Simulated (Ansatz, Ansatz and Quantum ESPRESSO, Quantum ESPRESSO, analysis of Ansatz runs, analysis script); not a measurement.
# Al_i in AlN (P6_3mc): one cell, two programs (Ansatz and Quantum ESPRESSO)

Aim: the levels of Al_i in AlN (P6_3mc) from two independent programs, on the same model: a cell of 72 host atoms with 1 Al put in. One script applies the same correction to both.

Calculated with Ansatz and Quantum ESPRESSO; two programs on one cell.

**1. The structure**

The cell holds 73 atoms: 37 Al and 36 N. Cell: a = 9.267 Å, b = 9.267 Å, c = 9.886 Å, α = 90.0°, β = 90.0°, γ = 120.0°. It derives from AlN (space group P6_3mc). Nearest the centre at fractional (0.768, 0.717, 0.095): Al73 at 0.00 Å, N71 at 1.81 Å, Al65 at 1.81 Å, Al62 at 1.81 Å, N60 at 1.81 Å, Al70 at 1.81 Å, N68 at 1.81 Å, N39 at 2.76 Å.

Coordinates:

```xyz
73
Lattice="9.2665 0.0000 0.0000 -4.6333 8.0251 0.0000 0.0000 0.0000 9.8861" Properties=species:S:1:pos:R:3 pbc="T T T"
Al    1.5444    0.8917    2.4666
Al    0.0000    1.7833    4.9381
N     1.5444    0.8917    4.3548
N     0.0000    1.7833    1.8833
Al    1.5444    0.8917    7.4096
Al    0.0000    1.7833    9.8812
N     1.5444    0.8917    9.2978
N     0.0000    1.7833    6.8263
Al    0.0000    3.5667    2.4666
Al   -1.5444    4.4584    4.9381
N     0.0000    3.5667    4.3548
N    -1.5444    4.4584    1.8833
Al    0.0000    3.5667    7.4096
Al   -1.5444    4.4584    9.8812
N     0.0000    3.5667    9.2978
N    -1.5444    4.4584    6.8263
Al   -1.5444    6.2417    2.4666
Al   -3.0888    7.1334    4.9381
N    -1.5444    6.2417    4.3548
N    -3.0888    7.1334    1.8833
Al   -1.5444    6.2417    7.4096
Al   -3.0888    7.1334    9.8812
N    -1.5444    6.2417    9.2978
N    -3.0888    7.1334    6.8263
Al    4.6333    0.8917    2.4666
Al    3.0888    1.7833    4.9381
N     4.6333    0.8917    4.3548
N     3.0888    1.7833    1.8833
Al    4.6333    0.8917    7.4096
Al    3.0888    1.7833    9.8812
N     4.6333    0.8917    9.2978
N     3.0888    1.7833    6.8263
Al    3.0888    3.5667    2.4666
Al    1.5444    4.4584    4.9381
N     3.0888    3.5667    4.3548
N     1.5444    4.4584    1.8833
Al    3.0888    3.5667    7.4096
Al    1.5444    4.4584    9.8812
N     3.0888    3.5667    9.2978
N     1.5444    4.4584    6.8263
Al    1.5444    6.2417    2.4666
Al    0.0000    7.1334    4.9381
N     1.5444    6.2417    4.3548
N     0.0000    7.1334    1.8833
Al    1.5444    6.2417    7.4096
Al    0.0000    7.1334    9.8812
N     1.5444    6.2417    9.2978
N     0.0000    7.1334    6.8263
Al    7.7221    0.8917    2.4666
Al    6.1777    1.7833    4.9381
N     7.7221    0.8917    4.3548
N     6.1777    1.7833    1.8833
Al    7.7221    0.8917    7.4096
Al    6.1777    1.7833    9.8812
N     7.7221    0.8917    9.2978
N     6.1777    1.7833    6.8263
Al    6.1777    3.5667    2.4666
Al    4.6333    4.4584    4.9381
N     6.1777    3.5667    4.3548
N     4.6333    4.4584    1.8833
Al    6.1777    3.5667    7.4096
Al    4.6333    4.4584    9.8812
N     6.1777    3.5667    9.2978
N     4.6333    4.4584    6.8263
Al    4.6333    6.2417    2.4666
Al    3.0888    7.1334    4.9381
N     4.6333    6.2417    4.3548
N     3.0888    7.1334    1.8833
Al    4.6333    6.2417    7.4096
Al    3.0888    7.1334    9.8812
N     4.6333    6.2417    9.2978
N     3.0888    7.1334    6.8263
Al    3.7952    5.7579    0.9392
```

The host's dielectric constants go in as inputs: (4.48, 4.48, 4.71) for the electrons alone, (8.13, 8.13, 9.66) with the ions, computed on the host (DFPT, PBEsol (Ansatz)).

The cell's shortest repeat is 9.3 Å.

**2. Ansatz: the charge states**

Each charge needs its own total energy at its own relaxed structure. The atoms start from small random displacements, which break the symmetry of the ideal sites. A uniform background keeps charged cells neutral.

Method: plane-wave PAW DFT, LDA. One state in full; the table below says how the others differ.

Contents of input.yaml:

```yaml
crystal:
  lattice:
    - [9.2665478325, 8.54e-08, 0.0]
    - [-4.6332739902, 8.0250657856, 0.0]
    - [0.0, 0.0, 9.8860872122]
  atoms:
    - { symbol: Al, position: [0.2168663162, 0.1111539351, 0.2499183628] }
    - { symbol: Al, position: [0.1100562389, 0.2261732752, 0.5021899227] }
    - { symbol: "N", position: [0.221286753, 0.1068005716, 0.4370296895] }
    - { symbol: "N", position: [0.1136716614, 0.2276871511, 0.1929215021] }
    - { symbol: Al, position: [0.2252439044, 0.1111685746, 0.7537100727] }
    - { symbol: Al, position: [0.1059623651, 0.2174307719, 1.0014495214] }
    - { symbol: "N", position: [0.2193862061, 0.1083531681, 0.9448224987] }
    - { symbol: "N", position: [0.1097465935, 0.2261316816, 0.6880836879] }
    - { symbol: Al, position: [0.2176993962, 0.4431844638, 0.2528515759] }
    - { symbol: Al, position: [0.1126390971, 0.5514335144, 0.4977510755] }
    - { symbol: "N", position: [0.2263143749, 0.4505252615, 0.4409900956] }
    - { symbol: "N", position: [0.1145383785, 0.5540527655, 0.1934559468] }
    - { symbol: Al, position: [0.2227868698, 0.4500442071, 0.7502280727] }
    - { symbol: Al, position: [0.109610769, 0.5524918086, 1.0039058866] }
    - { symbol: "N", position: [0.2245463371, 0.4502121956, 0.9423372253] }
    - { symbol: "N", position: [0.1156984375, 0.5597962524, 0.6933931122] }
    - { symbol: Al, position: [0.2187865195, 0.7780424133, 0.2457142013] }
    - { symbol: Al, position: [0.110157377, 0.8834146675, 0.5012452293] }
    - { symbol: "N", position: [0.2244668954, 0.7838367065, 0.4414188227] }
    - { symbol: "N", position: [0.1121465913, 0.8887319641, 0.1855508838] }
    - { symbol: Al, position: [0.2175879221, 0.7785485801, 0.7512484405] }
    - { symbol: Al, position: [0.113991744, 0.8940979133, 1.0022648349] }
    - { symbol: "N", position: [0.2234789682, 0.7824657913, 0.9436694826] }
    - { symbol: "N", position: [0.11486458, 0.8950235377, 0.6911038545] }
    - { symbol: Al, position: [0.556624134, 0.1165954746, 0.2513183252] }
    - { symbol: Al, position: [0.4419161438, 0.2187514268, 0.503636001] }
    - { symbol: "N", position: [0.5598425395, 0.1168429548, 0.441966319] }
    - { symbol: "N", position: [0.4503911008, 0.2236822355, 0.1899828111] }
    - { symbol: Al, position: [0.558918033, 0.1125297245, 0.7537528215] }
    - { symbol: Al, position: [0.441708151, 0.2160065713, 0.9995202064] }
    - { symbol: "N", position: [0.5546494335, 0.1157919347, 0.941869609] }
    - { symbol: "N", position: [0.4418131167, 0.2251964459, 0.6926997558] }
    - { symbol: Al, position: [0.5542472039, 0.438874315, 0.2477079662] }
    - { symbol: Al, position: [0.4417728185, 0.5577818884, 0.502621044] }
    - { symbol: "N", position: [0.5554206144, 0.4488537383, 0.4376766939] }
    - { symbol: "N", position: [0.4382447653, 0.5524927338, 0.1899968382] }
    - { symbol: Al, position: [0.5577023359, 0.4442270528, 0.7540932574] }
    - { symbol: Al, position: [0.4424223122, 0.5505245729, 1.0024495039] }
    - { symbol: "N", position: [0.5509803547, 0.4410590029, 0.9372226624] }
    - { symbol: "N", position: [0.4407537424, 0.551364331, 0.6870673364] }
    - { symbol: Al, position: [0.5552757436, 0.7797116454, 0.2541657258] }
    - { symbol: Al, position: [0.4427347513, 0.8920817568, 0.4964593212] }
    - { symbol: "N", position: [0.5574260286, 0.7735839898, 0.4408991566] }
    - { symbol: "N", position: [0.4411455972, 0.8901107576, 0.187156471] }
    - { symbol: Al, position: [0.5513657447, 0.7739808669, 0.7528883754] }
    - { symbol: Al, position: [0.4484762023, 0.8893526886, 1.0030730608] }
    - { symbol: "N", position: [0.5511550057, 0.7725058145, 0.9383696746] }
    - { symbol: "N", position: [0.4435751815, 0.8831113081, 0.6905148116] }
    - { symbol: Al, position: [0.8844245439, 0.1051194724, 0.249332395] }
    - { symbol: Al, position: [0.7743141133, 0.2195858301, 0.4953844239] }
    - { symbol: "N", position: [0.8849924938, 0.1063723792, 0.4434531981] }
    - { symbol: "N", position: [0.7735760934, 0.223351014, 0.1883110856] }
    - { symbol: Al, position: [0.8906759624, 0.1112574071, 0.7447078871] }
    - { symbol: Al, position: [0.7721440727, 0.2187833577, 1.0015818915] }
    - { symbol: "N", position: [0.8949334036, 0.1153690826, 0.9409011078] }
    - { symbol: "N", position: [0.7804558889, 0.2280196676, 0.6923389198] }
    - { symbol: Al, position: [0.8930412539, 0.4465478654, 0.2532726664] }
    - { symbol: Al, position: [0.7759703642, 0.5595611999, 0.4980016737] }
    - { symbol: "N", position: [0.8914043388, 0.4505825825, 0.4411931096] }
    - { symbol: "N", position: [0.7800620201, 0.5588167772, 0.186232245] }
    - { symbol: Al, position: [0.8932168983, 0.4496677793, 0.7517411037] }
    - { symbol: Al, position: [0.7836331772, 0.5591036455, 1.0011296534] }
    - { symbol: "N", position: [0.8850384593, 0.4453120978, 0.9375050855] }
    - { symbol: "N", position: [0.777183052, 0.5548424941, 0.6854784858] }
    - { symbol: Al, position: [0.890551414, 0.775260416, 0.2532312028] }
    - { symbol: Al, position: [0.7779236969, 0.8935192924, 0.4967971368] }
    - { symbol: "N", position: [0.8916652497, 0.7747753226, 0.4386103175] }
    - { symbol: "N", position: [0.7739856666, 0.8912679919, 0.1902839825] }
    - { symbol: Al, position: [0.8896380417, 0.7830654353, 0.7475016315] }
    - { symbol: Al, position: [0.7725663742, 0.8886021624, 0.9977820332] }
    - { symbol: "N", position: [0.885874031, 0.7738405201, 0.9442930055] }
    - { symbol: "N", position: [0.78324079, 0.8905961289, 0.6882636589] }
    - { symbol: Al, position: [0.769940303, 0.7131022793, 0.0947762933] }
total_charge: 1
basis:
  ecutwfc: 420
  xc_grid: 2
hamiltonian:
  xc: lda
kpoints:
  mp_grid: { grid: [1, 1, 1], shift: [0.25, 0.25, 0.25] }
scf:
  occupations: { method: fixed }
  max_iter: 100
output:
  forces: true
  eigenvalues: unsolved
  write_density: true
  write_potential: true
  volumetric_format: npy
relax:
  f_tol: 0.02
  max_steps: 70
```

The run is started by

```sh
> ansatz run input.yaml --threads 4 --pin off --max-ram 7536MiB --backend cpu --events-out ev --progress --plain --runs-dir out
```

Numbers of over 12 decimals in the logs are rounded to 6 here.

The log of the run:

```text
[... repeated set-up lines and file paths are left out, and long positions are rounded to six places ...]
settings of this run that can trade accuracy for cost: output.eigenvalues: unsolved. Do not mix this run's numbers with those of runs without the same settings; the input reference describes each key
The last accepted step is kept in <dir> (removed where the run ends without a failure and the disk answers)
Engine: ansatz 0.2.0, aarch64-unknown-linux-gnu
Pseudopotentials: kind: paw
Pseudopotential: Al, paw, valence charge 3, recommended cutoff 420 eV (normal), Al.paw.azcp
Pseudopotential: N, paw, valence charge 5, recommended cutoff 420 eV (normal), N.paw.azcp
Functional definition: SPW92
  exchange = slater_x
  correlation = pw_c
Crystal: 73 atoms, lattice volume = 735.175 Å³
Basis set: ecut = 420 eV, 14445 PW (Γ), exchange–correlation on 128×128×144 points (8 copies of the dense FFT grid, shifted against one another)
[...]
- { symbol: Al, position: [0.114177, 0.225106, 0.500877] }
    [... 30 atoms left out ...]
    - { symbol: Al, position: [0.550895, 0.434222, 0.258269] }
    [... 4 atoms left out ...]
    - { symbol: Al, position: [0.444105, 0.559761, 0.982764] }
    [... 8 atoms left out ...]
    - { symbol: N, position: [0.535485, 0.775592, 0.913992] }
    [... 12 atoms left out ...]
    - { symbol: N, position: [0.778608, 0.568634, 0.192397] }
    [... 1 atom left out ...]
    - { symbol: Al, position: [0.783289, 0.559342, 0.982416] }
    [... 2 atoms left out ...]
    - { symbol: Al, position: [0.915669, 0.787904, 0.280443] }
    [... 2 atoms left out ...]
    - { symbol: N, position: [0.773757, 0.878597, 0.255799] }
    [... 1 atom left out ...]
    - { symbol: Al, position: [0.768347, 0.870516, 0.937594] }
    - { symbol: N, position: [0.906823, 0.776000, 0.914789] }
    [... 1 atom left out ...]
    - { symbol: Al, position: [0.688290, 0.707993, 0.132763] }
settings of this run that can trade accuracy for cost: output.eigenvalues: unsolved. Do not mix this run's numbers with those of runs without the same settings; the input reference describes each key
[key lines of the parts left out:]
SCF converged after 6 iterations
Free energy (F): -32550.868478 eV
Fermi energy:    10.161504 eV
```

Wall time 1.8 min (4 threads of Arm Neoverse V1, shared host); peak memory 1.1 GiB; 6.6 min of CPU time.

The runs, on 4 threads of Arm Neoverse V1, shared host:

| charge | moment held (μB) | k-points | occupations | outcome | force calls | largest force component (eV/Å) | time |
| --- | --- | --- | --- | --- | --- | --- | --- |
| +1 | no spin | one point at (¼, ¼, ¼) | fixed | converged | 14 | 0.011 | 1.8 min |
| 0 | 1 | one point at (¼, ¼, ¼) | fixed | converged | 14 | 0.010 | 4.1 min |
| +2 | 1 | one point at (¼, ¼, ¼) | fixed | converged | 10 | 0.0092 | 2.5 min |
| +3 | no spin | one point at (¼, ¼, ¼) | fixed | converged | 10 | 0.0082 | 67 s |

**3. Quantum ESPRESSO: the charge states**

Each charge needs its own total energy at its own relaxed structure. Quantum ESPRESSO starts from the structures that Ansatz relaxed in the same cell. A uniform background keeps charged cells neutral.

Method: Quantum ESPRESSO plane-wave DFT, LDA, GBRV 1.5 LDA potentials. One state in full; the table below says how the others differ.

Contents of pw.in:

```
&CONTROL
  calculation = 'relax'
  prefix = 'pwscf'
  outdir = './tmp'
  pseudo_dir = './pseudo'
  tprnfor = .true.
  disk_io = 'low'
  nstep = 70
  forc_conv_thr = 0.00078
  etot_conv_thr = 0.0001
/
&SYSTEM
  ibrav = 0
  nat = 73
  ntyp = 2
  ecutwfc = 40
  ecutrho = 324
  nbnd = 149
  occupations = 'fixed'
  tot_charge = 1
  nosym = .true.
/
&ELECTRONS
  conv_thr = 7d-08
  electron_maxstep = 100
  mixing_beta = 0.5
/
&IONS
  ion_dynamics = 'bfgs'
/
ATOMIC_SPECIES
Al    26.9815 al_lda_v1.uspp.F.UPF
N     14.0070 n_lda_v1.2.uspp.F.UPF
CELL_PARAMETERS angstrom
   9.2665478325    0.0000000855    0.0000000000
  -4.6332739902    8.0250657855    0.0000000000
   0.0000000000    0.0000000000    9.8860872122
ATOMIC_POSITIONS angstrom
Al     1.5490381408    0.9146235279    2.4573382692
Al     0.0150522624    1.8064896776    4.9517119746
[... 19 atom lines left out ...]
Al    -3.0864705926    7.1370666243    9.8477953867
[... 10 atom lines left out ...]
Al     3.0930244751    3.4846612495    2.5532733205
[... 2 atom lines left out ...]
N      1.6116147909    4.5612779994    1.9102755877
[... 1 atom line left out ...]
Al     1.5217972957    4.4921155256    9.7156954395
N      3.0908089957    3.5521380348    9.2657940550
[... 20 atom lines left out ...]
N      4.5803743439    4.5633249798    1.9020542423
[... 1 atom line left out ...]
Al     4.6667994304    4.4887533142    9.7122546721
[... 2 atom lines left out ...]
Al     4.8345157843    6.3229812232    2.7724826197
[... 2 atom lines left out ...]
N      3.0992735652    7.0508012961    2.5288519517
[... 1 atom line left out ...]
Al     3.0865859690    6.9859484606    9.2691394784
N      4.8077026973    6.2274477622    9.0436850294
[... 1 atom line left out ...]
Al     3.0977498721    5.6816902391    1.3125074865
K_POINTS crystal
1
0.25 0.25 0.25 1.0
```

Contents of pp_potential.in:

```
&INPUTPP
  prefix = 'pwscf'
  outdir = './tmp'
  filplot = 'potential.dat'
  plot_num = 11
/
&PLOT
  nfile = 1
  filepp(1) = 'potential.dat'
  iflag = 3
  output_format = 6
  fileout = 'potential.cube'
/
```

The run is started by

```sh
> OMP_NUM_THREADS=1 mpirun -n 4 pw.x -in pw.in > pw.out
> OMP_NUM_THREADS=1 mpirun -n 4 pp.x -in pp_potential.in > pp_potential.out
```

The log of the run:

```text
[shortened: banners, details of potentials and solvers, and blank lines are left out]
     bravais-lattice index     =            0
     lattice parameter (alat)  =      17.5112  a.u.
     unit-cell volume          =    4961.2100 (a.u.)^3
     number of atoms/cell      =           73
     number of atomic types    =            2
     number of electrons       =       290.00
     number of Kohn-Sham states=          149
     kinetic-energy cutoff     =      40.0000  Ry
     charge density cutoff     =     324.0000  Ry
     scf convergence threshold =      7.0E-08
     mixing beta               =       0.5000
     number of iterations used =            8  plain     mixing
     energy convergence thresh.=      1.0E-04
     force convergence thresh. =      7.8E-04
     Exchange-correlation= SLA  PZ   NOGX NOGC
                           (   1   1   0   0   0   0   0)
     nstep                     =           70
     crystal axes: (cart. coord. in units of alat)
               a(1) = (   1.000000   0.000000   0.000000 )
[...]
new trust radius        =       0.0031958828 bohr
[...]
ATOMIC_POSITIONS (angstrom)
Al               1.5490221078        0.9145987163        2.4573471108
[...]
Self-consistent Calculation
[...]
k = 0.2500 0.4330 0.2343 ( 21203 PWs)   bands (ev):
    -7.9220  -7.5470  -7.3762  -7.2394  -6.9904  -6.8918  -6.6503  -6.5878
[...]
highest occupied, lowest unoccupied level (ev):    10.1076   11.9708
!    total energy              =    -979.70265553 Ry
[...]
convergence has been achieved in   6 iterations
     Forces acting on atoms (cartesian axes, Ry/au):
     atom    1 type  1   force =     0.00000617    0.00007288   -0.00007996
[...]
Total force =     0.002257     Total SCF correction =     0.000031
[...]
bfgs converged in   3 scf cycles and   2 bfgs steps
[...]
End of BFGS Geometry Optimization
     Final energy             =    -979.7026555338 Ry
[...]
ATOMIC_POSITIONS (angstrom)
Al               1.5489321421        0.9146425965        2.4573258165
[...]
JOB DONE.
```

The job ended after 2.1 min (4 MPI ranks; peak memory 1.4 GiB).

The runs, on 4 MPI ranks of Arm Neoverse V1, shared host:

| charge | moment held (μB) | k-points | occupations | outcome | force calls | largest force component (eV/Å) | time |
| --- | --- | --- | --- | --- | --- | --- | --- |
| +1 | no spin | one point at (¼, ¼, ¼) | fixed | converged | 3 | 0.020 | 2.1 min |
| 0 | 1 | one point at (¼, ¼, ¼) | fixed | converged | 3 | 0.014 | 4.5 min |
| +3 | no spin | one point at (¼, ¼, ¼) | fixed | converged | 3 | 0.015 | 1.9 min |
| +2 | 1 | one point at (¼, ¼, ¼) | fixed | converged | 3 | 0.019 | 4.4 min |

**4. Corrections**

A charged cell interacts with its periodic copies and the background. The energy of a point charge, screened by the host's static dielectric constant, removes the leading part. The potential at far atoms (Gaussian weight of 0.7 Å), less the host's and less the model's, gives a shift, which enters times the charge. Each program has its own host run, band edges and elemental references.

Ansatz, by state, in eV:

| charge | moment (μB) | energy over the host, electrons at the valence top | point-charge term | shift at far sites | its spread | correction |
| --- | --- | --- | --- | --- | --- | --- |
| 0 | 1 | -503.169 | 0.000 | 0.142 | 0.105 | 0.000 |
| +1 | 0 | -507.806 | 0.265 | 0.095 | 0.094 | 0.360 |
| +2 | 1 | -511.411 | 1.059 | 0.083 | 0.072 | 1.226 |
| +3 | 0 | -515.786 | 2.383 | 0.075 | 0.124 | 2.608 |

Quantum ESPRESSO, by state, in eV:

| charge | moment (μB) | energy over the host, electrons at the valence top | point-charge term | shift at far sites | its spread | correction |
| --- | --- | --- | --- | --- | --- | --- |
| 0 | 1 | -80.601 | 0.000 | 0.125 | 0.112 | 0.000 |
| +1 | 0 | -85.215 | 0.265 | 0.077 | 0.102 | 0.341 |
| +2 | 1 | -88.777 | 1.059 | 0.067 | 0.080 | 1.194 |
| +3 | 0 | -93.127 | 2.383 | 0.060 | 0.148 | 2.563 |

**5. Side by side**

Gap and levels in eV, each from its own valence top; in brackets without the correction:

| program | gap | (+3/+2) | (+2/+1) | (+1/0) |
| --- | --- | --- | --- | --- |
| Ansatz | 4.416 | 2.993 (4.375) | 2.740 (3.605) | 4.278 (4.637) |
| Quantum ESPRESSO | 4.387 | 2.980 (4.349) | 2.710 (3.562) | 4.273 (4.614) |

Formation energies in eV, Fermi level at the valence top, the exchanged atoms taken from or given to their elements:

| charge | Ansatz | Quantum ESPRESSO | difference |
| --- | --- | --- | --- |
| +3 | -0.304 | -0.157 | 0.147 |
| +2 | 2.689 | 2.823 | 0.134 |
| +1 | 5.428 | 5.533 | 0.105 |
| 0 | 9.706 | 9.806 | 0.100 |

**6. Summary of results**

- difference in the gap: 0.029 eV
- largest difference in a level: 0.030 eV
- largest difference in a formation energy: 0.147 eV

**Reading.** The corrected levels differ by at most 0.030 eV, at (+2/+1), the gaps by 0.029 eV and the formation energies by 0.147 eV. Ansatz gives (+3/+1) at 2.87 eV above the valence top and, in doubt (see the remarks), (+1/0) at 4.28 eV, in a gap of 4.42 eV (charges 0 to +3 were run). Quantum ESPRESSO gives (+3/+1) at 2.85 eV above the valence top and, in doubt (see the remarks), (+1/0) at 4.27 eV, in a gap of 4.39 eV (charges 0 to +3 were run). From the first structures the second relaxations gained under 0.001 eV. The remarks that follow take the numbers of Ansatz. (+3/+2) stands at 2.99 eV corrected and at 4.23 eV with the shift of the neutral cell alone and (+1/0) stands at 4.28 eV corrected and at 4.50 eV with the shift of the neutral cell alone; the second value is within 0.25 eV of a band edge or past it. The correction assumes a bound carrier. (+1/0) lies within 0.15 eV of a band edge, inside the error of the method. At this k-point the host supercell misses the unit cell's energy on a dense mesh by 0.015 eV an atom, so the levels may move on a mesh. The added atom ends up to 0.9 Å from its starting site, where the model charge stands; other sites weren't tried, so a charge may sit in a place that isn't its lowest. The potential shift scatters over the far sites; times the charge that is up to 0.37 eV, a measure of how far the corrections hold. Under Al-rich conditions the lowest formation energy of the charges run is negative for Fermi levels from 0.00 to 0.10 eV. Where the chemical potentials rest on the N2 molecule, as in the limit rich in that element, it is taken at 0 K, with no correction of the binding and no zero-point energy. Core time for the states listed: 38 min with Ansatz, from displaced ideal sites, 51 min with Quantum ESPRESSO from relaxed ones, on shared hosts. Agreement tests the programs, not the model: both share the functional (LDA in two fits of the correlation), the cell, the sampling and the correction. What this leaves open: one k-point off the zone centre stands for the whole zone; LDA makes the gap too small and tends to spread out bound carriers.

[Logs are printed without paths, hosts, clocks, repeated set-up lines and the standing remarks that a program may print on its own settings, such as how far it seeks lower states.]

[Hosts, paths, dates, database ids (printed as entryN), source tags and the programs' standing remarks are cut or masked in the printed files.]

[Where a table of states has a column of steps, it counts the stored structures, which are thinned; the runs took as many ionic steps or more.]

[For some hosts the program warned that the k-mesh of the response run may be too coarse for force constants and the static dielectric constant; such warnings are not shown here.]
